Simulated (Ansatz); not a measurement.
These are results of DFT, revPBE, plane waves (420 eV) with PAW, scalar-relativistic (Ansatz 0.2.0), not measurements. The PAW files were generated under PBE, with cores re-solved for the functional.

An element in the diamond structure gives this curve. The cell is scaled uniformly from the relaxed one, with fractional coordinates and shape fixed. Energies are extrapolated to zero smearing, pressures are those at the given smearing. Magnetic state: ferromagnetic.

```
V (Å³/atom)  E − E₀ (meV/atom)  P (GPa)  sphere moment (μB)
     22.257               85.9    10.47                0.48
     23.269               34.6     6.11                0.47
     24.281                7.5     2.69                0.46
     25.293               -0.1     0.01                0.46
     26.304                7.2    -2.05                0.45
     27.316               25.8    -3.60                0.44
     28.328               52.8    -4.78                0.42
```

Question: Which element is it?
A. aluminium
B. palladium
C. tantalum
D. molybdenum

Answer: B. Its fit is V₀ = 25.26 Å³/atom, B₀ = 58 GPa, B₀′ = 5.5.
